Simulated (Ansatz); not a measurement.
# Structure relaxation of Zr

The calculation used DFT PBE, scalar-relativistic, plane waves, PAW (Ansatz). Cutoff 420 eV, Γ-centred k mesh, Gaussian smearing, no spin polarisation in the final step.

Zr was placed on the lonsdaleite structure type (P6_3/mmc, No. 194), at a guessed volume.

```xyz
4
Lattice="4.0600 0.0000 0.0000 -2.0300 3.5160 0.0000 0.0000 0.0000 6.6990" Properties=species:S:1:pos:R:3 pbc="T T T"
Zr    0.0000    2.3440    2.9308
Zr    2.0300    1.1720    6.2803
Zr    2.0300    1.1720    3.7682
Zr    0.0000    2.3440    0.4187
```

Cell and atoms relax at zero pressure; the relaxation can't lower the symmetry of the start. After a coarse first stage the cell is made exact in the group found at 0.06 Å.

Energies count from the standard state of Zr at the same level.

**Question.** Describe the relaxed structure.

**Answer.** It ends in P6/mmm (No. 191). Conventional cell: a = 5.169 Å, c = 2.744 Å. Zr has 2 Zr at 2.74 Å and 3 Zr at 2.98 Å.

```cif
data_structure
_symmetry_space_group_name_H-M 'P6/mmm'
_symmetry_Int_Tables_number 191
_cell_length_a 5.1686
_cell_length_b 5.1686
_cell_length_c 2.7443
_cell_angle_alpha 90.000
_cell_angle_beta 90.000
_cell_angle_gamma 120.000
_cell_volume 63.49
loop_
_atom_site_label
_atom_site_type_symbol
_atom_site_symmetry_multiplicity
_atom_site_Wyckoff_symbol
_atom_site_fract_x
_atom_site_fract_y
_atom_site_fract_z
_atom_site_occupancy
Zr1 Zr 2 c 0.33333 0.66667 0.00000 1
```

**Question.** What are its volume, energy, density and gap?

**Answer.** The volume per atom is 31.75 Å³. The density is 4.77 g/cm³, the energy over the standard structure is 1.54 eV/atom and the gap on the 12×12×20 mesh is 0 eV (a metal).

The final run used a 12×12×20 mesh on its 2-atom cell and 0.10 eV smearing. The k mesh leaves about 4 meV/atom of noise in metals. A structure relaxed within its symmetry needn't be a true minimum.